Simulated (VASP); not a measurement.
# Lu (P6_3/mmc) in VASP: settings compared

Aim: see how the results for Lu move with the level of theory and the settings. Levels: PBEsol, RPBE. Tasks: relaxation of cell and atoms, single point.

All numbers are computed with VASP 6.6.1; they aren't measurements. Logs are shortened: lines on timing, memory, paths and dates and some standing lists are left out, and cuts for length are marked.

## (1) Starting point

Symmetry: P6_3/mmc, No. 194, hexagonal system. The conventional cell has a = 3.518 Å, b = 3.518 Å, c = 5.446 Å, α = 90.00°, β = 90.00°, γ = 120.00°. Lu (site symmetry -6m2) has 12 Lu at 3.40 to 3.52 Å as nearest neighbours.

## (2) Relaxation of cell and atoms, PBEsol

Contents of INCAR:

```
SYSTEM = Lu
PREC = Accurate
ENCUT = 600
EDIFF = 1E-7
ISMEAR = 0
SIGMA = 0.1
LREAL = .FALSE.
LASPH = .TRUE.
NELM = 80
ALGO = Normal
ISIF = 3
LWAVE = .FALSE.
LCHARG = .FALSE.
GGA = PS
IBRION = 2
NSW = 90
EDIFFG = -0.005
```

Contents of KPOINTS:

```
regular mesh
0
G
  6 6 4
  0 0 0
```

Contents of POSCAR:

```
Lu
1.0
    3.5180521700      0.0000000000      0.0000000000
   -1.7590260900      3.0467225500      0.0000000000
    0.0000000000      0.0000000000      5.4460843400
Lu
2
Direct
    0.3333333300      0.6666666700      0.2500000000
    0.6666666700      0.3333333300      0.7500000000
```

Potentials or basis: VASP PAW PBE potentials, release 64 (Lu).

Launch:

```sh
cat potpaw_PBE.64/Lu/POTCAR > POTCAR
mpirun -np 1 vasp_std > vasp.out
```

OUTCAR:

```text
SYSTEM = Lu
   PREC = Accurate
   ENCUT = 600
   EDIFF = 1E-7
   ISMEAR = 0
   LREAL = .FALSE.
   LASPH = .TRUE.
   NELM = 80
   ISIF = 3
   GGA = PS
   IBRION = 2
   NSW = 90
   EDIFFG = -0.005

 ion  position               nearest neighbor table
   1  0.333  0.667  0.250-   2 3.40   2 3.40   2 3.40   2 3.40   2 3.40   2 3.40
   2  0.667  0.333  0.750-   1 3.40   1 3.40   1 3.40   1 3.40   1 3.40   1 3.40

  LATTYP: Found a hexagonal cell.
 ALAT       =     3.5180521700
 C/A-ratio  =     1.5480396756

  Lattice vectors:

 A1 = (   3.5180521700,   0.0000000000,   0.0000000000)
 A2 = (  -1.7590260900,   3.0467225500,   0.0000000000)
 A3 = (   0.0000000000,   0.0000000000,   5.4460843400)

Analysis of symmetry for initial positions (statically):
=====================================================================
 Subroutine PRICEL returns:
 Original cell was already a primitive cell.

 Routine SETGRP: Setting up the symmetry group for a
 hexagonal supercell.

 Subroutine GETGRP returns: Found 24 space group operations
 (whereof 12 operations were pure point group operations)
 out of a pool of 24 trial point group operations.

The static configuration has the point symmetry D_3d.
 The point group associated with its full space group is D_6h.

Analysis of symmetry for dynamics (positions and initial velocities):
=====================================================================
 Subroutine PRICEL returns:
 Original cell was already a primitive cell.

 Routine SETGRP: Setting up the symmetry group for a
 hexagonal supercell.

 Subroutine GETGRP returns: Found 24 space group operations
 (whereof 12 operations were pure point group operations)
 out of a pool of 24 trial point group operations.

The dynamic configuration has the point symmetry D_3d.
 The point group associated with its full space group is D_6h.

 Subroutine INISYM returns: Found 24 space group operations
 (whereof 12 operations are pure point group operations),
 and found     1 'primitive' translations

----------------------------------------------------------------------------------------

                                     Primitive cell

  volume of cell :      58.3740

  direct lattice vectors                    reciprocal lattice vectors
     3.518052170  0.000000000  0.000000000     0.284248201  0.164110776  0.000000000
[... 71 lines left out ...]
   NGXF,Y,Z  is equivalent  to a cutoff of  26.46, 26.46, 29.30 a.u.
 SYSTEM =  Lu
   PREC   = accura    normal or accurate (medium, high low for compatibility)
   ISTART =      0    job   : 0-new  1-cont  2-samecut
   ICHARG =      2    charge: 1-file 2-atom 10-const
   ISPIN  =      1    spin polarized calculation?
   LNONCOLLINEAR =      F non collinear calculations
   LSORBIT =      F    spin-orbit coupling
   LASPH  =      T    aspherical Exc in radial PAW
   ENCUT  =  600.0 eV  44.10 Ry    6.64 a.u.   7.03  7.03 10.88*2*pi/ulx,y,z
   NELM   =     80;   NELMIN=  2; NELMDL= -5     # of ELM steps
   EDIFF  = 0.1E-06   stopping-criterion for ELM
   LREAL  =      F    real-space projection
   EDIFFG = -.5E-02   stopping-criterion for IOM
   NSW    =     90    number of steps for IOM
   IBRION =      2    ionic relax: 0-MD 1-quasi-New 2-CG
   NFREE  =      1    steps in history (QN), initial steepest desc. (CG)
   ISIF   =      3    stress and relaxation
   ISYM   =      2    0-nonsym 1-usesym 2-fastsym
   POTIM  = 0.5000    time-step for ionic-motion
   TEBEG  =    0.0;   TEEND  =   0.0 temperature during run
   PSTRESS=    0.0 pullay stress
   NELECT =      50.0000    total number of electrons
   NUPDOWN=      -1.0000    fix difference up-down
   EMIN   =  10.00;   EMAX   =-10.00  energy-range for DOS
   EFERMI =   0.00;   METHOD = LEGACY
   ISMEAR =     0;   SIGMA  =   0.10  broadening in eV -4-tet -1-fermi 0-gaus
   EFERMI_NEDOS =   21; number of points for ismear=-14 and -15
   IALGO  =     38    algorithm
   IMIX   =      4    mixing-type and parameters
     AMIX     =   0.40;   BMIX     =  1.00
     AMIX_MAG =   1.60;   BMIX_MAG =  1.00
  volume/ion in A,a.u.               =      29.19       196.96
  Fermi-wavevector in a.u.,A,eV,Ry     =   1.554742  2.938036 32.888309  2.417223
  Thomas-Fermi vector in A             =   2.658784
   LORBIT       =      0    0 simple, 1 ext, 2 COOP (PROOUT), +10 PAW based schemes
   GGA     = PS    functional components
   LHFCALC =     F    Hartree Fock is set to
   AEXX    =    0.0000 exact exchange contribution
   IVDW    =     0    specifies the selected vdW correction
   LEPSILON=     F    determine dielectric tensor
   LRPA    =     F    only Hartree local field effects (RPA)
 conjugate gradient relaxation of ions
 non-spin polarized calculation
 Gauss-broadening in eV      SIGMA  =   0.10
  energy-cutoff  :      600.00
  volume of cell :       58.37
 maximum number of plane-waves:      1969
   NGX = 15   NGY = 15   NGZ = 21

--------------------------------------- Ionic step        1  -------------------------------------------

 number of electron      49.9999999 magnetization

 Free energy of the ion-electron system (eV)
  ---------------------------------------------------
  ext. energy  EPLUGINS =         0.00000000
  ---------------------------------------------------
  free energy    TOTEN  =        -9.91052201 eV

  energy without entropy =       -9.90095780  energy(sigma->0) =       -9.90573990

------------------------ aborting loop because EDIFF is reached ----------------------------------------

  FORCE on cell =-STRESS in cart. coord.  units (eV):
  Direction    XX          YY          ZZ          XY          YZ          ZX
  --------------------------------------------------------------------------------------
  -------------------------------------------------------------------------------------
  Total       -0.9245014     -0.9245014     -1.0200705      0.0000000      0.0000000      0.0000000
  in kB      -25.3745650    -25.3745650    -27.9976280      0.0000000      0.0000000      0.0000000
  external PRESSURE =     -26.2489193 kB  Pullay stress =       0.0000000 kB
[... 203 lines left out ...]
--------------------------------------- Ionic step        7  -------------------------------------------

 number of electron      50.0000003 magnetization

 Free energy of the ion-electron system (eV)
  ---------------------------------------------------
  ext. energy  EPLUGINS =         0.00000000
  ---------------------------------------------------
  free energy    TOTEN  =        -9.93649981 eV

  energy without entropy =       -9.92592617  energy(sigma->0) =       -9.93121299

 E-fermi :   2.3252     XC(G=0): -11.0323

 val. band max:        2.2392048762   @ k =   0.3333   0.1667   0.2500
 cond. band min:       2.3381582766   @ k =   0.3333   0.0000   0.0000
 fundamental gap:      0.0989534004
 Fermi energy:         2.3252315518

 k-point     1 :       0.0000    0.0000    0.0000
  band No.  band energies     occupation
      1     -53.7889      2.00000
      2     -53.7406      2.00000
      3     -24.7992      2.00000
      4     -24.2943      2.00000
      5     -24.2942      2.00000
      6     -24.1868      2.00000
[... 711 lines left out ...]
  FREE ENERGIE OF THE ION-ELECTRON SYSTEM (eV)
  ---------------------------------------------------
  free  energy   TOTEN  =        -9.9364998076 eV

  energy  without entropy=       -9.9259261738  energy(sigma->0) =       -9.93121299

 reached required accuracy - stopping structural energy minimisation
```

Wall time 2 min (1 thread of Intel Xeon 6975P-C (Granite Rapids), shared host); peak memory 0.2 GiB.

What came out:

- Free energy: -9.9365 eV
- Relaxed volume: 27.63 Å³/atom
- Relaxed cell: a = 3.459 Å, b = 3.459 Å, c = 5.333 Å, α = 90.00°, β = 90.00°, γ = 120.00°
- Space group after relaxing (to 0.05 Å): P6_3/mmc (No. 194)
- Energy gained by relaxing: 13.0 meV/atom
- Ionic steps: 7
- Pressure after relaxing: 0.0 GPa
- Band gap on the k mesh: none (metal or under the smearing width)

Step by step:
| step | energy change (eV) | largest force (eV/Å) | pressure (GPa) | volume (Å³) |
| --- | --- | --- | --- | --- |
| 1 | 0.0000 | 0.0000 | -2.62 | 58.37 |
| 2 | -0.0237 | 0.0000 | 0.86 | 54.43 |
| 3 | -0.0259 | 0.0000 | 0.03 | 55.30 |
| 4 | -0.0259 | 0.0000 | -0.07 | 55.36 |
| 5 | -0.0260 | 0.0000 | -0.08 | 55.36 |
| 6 | -0.0260 | 0.0000 | -0.07 | 55.36 |
| 7 | -0.0260 | 0.0000 | 0.02 | 55.26 |

Final structure:
```
Lu
1.0
     3.45891    0.00000    0.00000
    -1.72945    2.99550    0.00000
     0.00000    0.00000    5.33342
Lu
2
Direct
  0.33333 0.66667 0.25000
  0.66667 0.33333 0.75000
```

Caveat: the PAW data sets were made with another functional, which shifts forces and pressure a little. The run has no spin-orbit coupling, so splittings on Lu are missing.

## (3) Single point, PBEsol

Contents of INCAR:

```
SYSTEM = Lu
PREC = Accurate ; ENCUT = 520
EDIFF = 1E-6 ; ISMEAR = 0
SIGMA = 0.1 ; LREAL = .False.
LASPH = .True. ; NELM = 80
ALGO = Normal ; ISIF = 2
LWAVE = .False. ; LCHARG = .False.
GGA = PS
```

Contents of KPOINTS:

```
regular mesh
0
Gamma
  15 15 8
  0 0 0
```

POSCAR is that of step 2.

Potentials or basis: VASP PAW PBE potentials, release 64 (Lu).

Launch:

```sh
cat potpaw_PBE.64/Lu/POTCAR > POTCAR
mpirun -np 1 vasp_std > vasp.out
```

Run time: 88 s. Hardware: 1 thread of Intel Xeon 6975P-C (Granite Rapids), shared host; peak memory 0.32 GiB.

The run converged. Its results:

```
Free energy            : -9.8836 eV
Pressure               : -2.6 GPa
Band gap on the k mesh : none (metal or under the smearing width)
```

Stress tensor (GPa, compression positive):
```
-2.75  0.00  0.00
 0.00 -2.75  0.00
 0.00  0.00 -2.44
```

Levels at points of the mesh, in eV from the Fermi level:
```
           k point  band 21  band 22  band 23  band 24  band 25  band 26  band 27  band 28  band 29  band 30
(0.00, 0.00, 0.00)    -4.85    -4.83    -4.83    -2.36     0.76     2.15     2.15     2.67     2.91     2.91
(0.00, 0.00, 0.50)    -4.83    -4.83    -4.32    -4.32     1.26     1.26     2.04     2.04     2.04     2.04
```

Caveat: the PAW data sets were made with another functional, which shifts forces and pressure a little. The run has no spin-orbit coupling, so splittings on Lu are missing.

## (4) Relaxation of cell and atoms, PBEsol

Contents of INCAR:

```
SYSTEM = Lu
PREC = Accurate
ENCUT = 580
EDIFF = 1E-7
ISMEAR = 0
SIGMA = 0.1
LREAL = .FALSE.
LASPH = .TRUE.
NELM = 80
ALGO = Normal
ISIF = 3
LWAVE = .FALSE.
LCHARG = .FALSE.
GGA = PS
IBRION = 2
NSW = 90
EDIFFG = -0.005
```

Contents of KPOINTS:

```
regular mesh
0
G
  15 15 8
  0 0 0
```

POSCAR is that of step 3.

Launch:

```sh
cat potpaw_PBE.64/Lu/POTCAR > POTCAR
mpirun -np 1 vasp_std > vasp.out
```

It took 15 min on 1 thread of Intel Xeon 6975P-C (Granite Rapids), shared host; peak memory 0.36 GiB.

It converged, with:

- Free energy: -9.9115 eV
- Relaxed volume: 27.60 Å³/atom
- Relaxed cell: a = 3.449 Å, b = 3.449 Å, c = 5.356 Å, α = 90.00°, β = 90.00°, γ = 120.00°
- Space group after relaxing (to 0.05 Å): P6_3/mmc (No. 194)
- Energy gained by relaxing: 13.4 meV/atom
- Ionic steps: 10
- Pressure after relaxing: 0.0 GPa
- Band gap on the k mesh: none (metal or under the smearing width)

Step by step:
```tsv
step	energy change (eV)	largest force (eV/Å)	pressure (GPa)	volume (Å³)
1	0.0000	0.0000	-2.60	58.37
2	-0.0254	0.0000	0.70	54.46
3	-0.0268	0.0000	-0.03	55.19
4	-0.0268	0.0000	0.04	55.13
5	-0.0269	0.0000	0.04	55.19
6	-0.0268	0.0000	-0.15	55.34
7	-0.0268	0.0000	-0.05	55.22
8	-0.0269	0.0000	-0.06	55.20
9	-0.0269	0.0000	-0.04	55.20
10	-0.0269	0.0000	0.00	55.19
```

Final structure:
```
CELL_PARAMETERS angstrom
3.44949 0.00000 0.00000
-1.72474 2.98735 0.00000
0.00000 0.00000 5.35600
ATOMIC_POSITIONS crystal
Lu 0.33333 0.66667 0.25000
Lu 0.66667 0.33333 0.75000
```

Levels at points of the mesh, in eV from the Fermi level:
| k point | band 23 | band 24 | band 25 | band 26 | band 27 | band 28 |
| --- | --- | --- | --- | --- | --- | --- |
| (0.00, 0.00, 0.00) | -4.72 | -2.47 | 0.92 | 2.21 | 2.21 | 2.73 |
| (0.00, 0.00, 0.50) | -4.38 | -4.38 | 1.27 | 1.27 | 2.10 | 2.10 |

Caveat: the PAW data sets were made with another functional, which shifts forces and pressure a little. The run has no spin-orbit coupling, so splittings on Lu are missing.

(Continued in part 2 of 2.)
